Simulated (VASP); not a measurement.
The system is MnO.

```xyz
2
Lattice="0.0000 2.2239 2.2239 2.2239 0.0000 2.2239 2.2239 2.2239 0.0000" Properties=species:S:1:pos:R:3 pbc="T T T"
Mn    0.0000    0.0000    0.0000
O     2.2239    2.2239    2.2239
```

The cell is a database's computed one.

- Program: VASP 6.6.1
- Task: relaxation of cell and atoms
- Functional: LDA
- Potentials or basis: VASP PAW LDA potentials, release 64 (Mn_pv, O)
- Cutoff: 600 eV
- k mesh: 8 × 8 × 8
- Occupations: fermi-dirac, width 0.05 eV
- Spin: collinear spin, ferromagnetic start
- Starting moments: [4.0, 0.0] μB

At the start: pressure -16.6 GPa; volume 11.00 Å³/atom.

Problem. How do energy, volume and symmetry change on relaxing?

Solution. Over 3 steps the energy falls by 117.6 meV/atom and the volume is 9.20 Å³/atom (-16.4 %); space group Fm-3m (No. 225, to 0.05 Å); moment 3.80 μB per cell.

Step by step:
```csv
step,energy change (eV),largest force (eV/Å),pressure (GPa),volume (Å³)
1,0.0000,0.0000,-16.56,22.00
2,-0.2343,0.0000,-1.55,18.57
3,-0.2352,0.0000,-0.16,18.40
```

Final structure:
```
Mn O
1.0
     0.00000    2.09534    2.09534
     2.09534    0.00000    2.09534
     2.09534    2.09534    0.00000
Mn O
1 1
Direct
  0.00000 0.00000 0.00000
  0.50000 0.50000 0.50000
```

Caveat: the volume moved by over 15 % at a fixed basis, so the end points are rough; a cell with one magnetic atom can't hold antiferromagnetic order, which such compounds often take.
